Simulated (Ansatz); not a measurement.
# Cs2SnI6: the cost of one run

Program: Ansatz 0.2.0. Level of theory: DFT LDA, scalar-relativistic, plane waves, PAW. These are calculated values, not measurements.

### Step 1. Starting point

Symmetry: Fm-3m, No. 225, cubic system. Conventional cell: a = 11.779 Å, b = 11.779 Å, c = 11.779 Å, α = 90.00°, β = 90.00°, γ = 90.00°. Cs (site symmetry -43m) has 12 I at 4.17 Å as nearest neighbours. Sn (site symmetry m-3m) is surrounded by 6 I at 2.89 Å. I (site symmetry 4mm) is surrounded by 1 Sn at 2.89 Å and 4 Cs at 4.17 Å.

Structure file:

```xyz
9
Lattice="0.0000 5.8897 5.8897 5.8897 0.0000 5.8897 5.8897 5.8897 0.0000" Properties=species:S:1:pos:R:3 pbc="T T T"
Cs    2.9449    2.9449    2.9449
Cs    8.8346    8.8346    8.8346
Sn    0.0000    0.0000    0.0000
I     8.8941    5.8897    5.8897
I     5.8897    8.8941    5.8897
I     5.8897    2.8854    5.8897
I     2.8854    5.8897    5.8897
I     5.8897    5.8897    8.8941
I     5.8897    5.8897    2.8854
```

Source of the structure: the Materials Project (structure only).

(A quick probe on a coarse mesh, which set the mesh and smearing, is not shown.)

### Step 3. Full relaxation

input.yaml

```yaml
crystal:
  lattice:
    - [0.0, 5.88974773, 5.88974773]
    - [5.88974773, 0.0, 5.88974773]
    - [5.88974773, 5.88974773, 0.0]
  atoms:
    - { symbol: Cs, position: [0.25, 0.25, 0.25] }
    - { symbol: Cs, position: [0.75, 0.75, 0.75] }
    - { symbol: Sn, position: [0.0, 0.0, 0.0] }
    - { symbol: I, position: [0.24495155, 0.75504845, 0.75504845] }
    - { symbol: I, position: [0.75504845, 0.24495155, 0.75504845] }
    - { symbol: I, position: [0.24495155, 0.75504845, 0.24495155] }
    - { symbol: I, position: [0.75504845, 0.24495155, 0.24495155] }
    - { symbol: I, position: [0.75504845, 0.75504845, 0.24495155] }
    - { symbol: I, position: [0.24495155, 0.24495155, 0.75504845] }
basis:
  ecutwfc: 420
kpoints:
  mp_grid: { grid: [6, 6, 6] }
hamiltonian:
  xc: lda
scf:
  occupations: { method: gaussian, width: 0.1 }
output:
  forces: true
  stress: true
  eigenvalues: true
  write_density: true
  write_potential: true
  elf: true
  volumetric_format: npy
relax:
  adjacent_minimum: "off"
  f_tol: 0.005
  max_steps: 80
  cell: { stress_tol: 0.05 }
```

The run is started by

```sh
> ansatz run input.yaml --threads 4 --pin off --max-ram 8192MiB --backend cpu --events-out ev --progress --plain --runs-dir out
```

**Question.** How long does this run take on 4 threads of Intel Xeon Platinum 8259CL at 2.50GHz (Skylake/Cascade Lake), shared host, and how much memory does it need?

About 62 s, with a peak of 1.4 GiB.
